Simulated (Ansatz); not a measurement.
## Notes on Ca

```yaml
crystal:
  lattice:
    - [0.00000, 2.84315, 2.84315]
    - [2.84315, 0.00000, 2.84315]
    - [2.84315, 2.84315, 0.00000]
  atoms:
    - { symbol: Ca, position: [0.00000, 0.00000, 0.00000] }
```

Single point in Ansatz 0.2.0 with PBE, no spin polarisation. Cutoff 420 eV, PAW datasets, 10×10×10 Γ-centred k mesh, fermi-dirac filling (width 0.1 eV).

(1) Is the cell too large or too small?

(2) Is there a gap?

(3) Describe some of the short contacts.

Origin: a known structure type with other elements, at an estimated volume, so it need not be a known compound.

Results:

(1) The pressure is -1.3 GPa (compression positive), so with the atoms held at these fractions the cell would first shrink.

(2) It is a metal, with about 1.1 states/eV a cell as the mean within 0.25 eV of the Fermi level.

(3) Ca–Ca at 4.02 Å: least valence density 0.05 e/Å³ and ELF 0.39 there. These are pseudo-fields; inside the PAW spheres they differ from the all-electron ones.
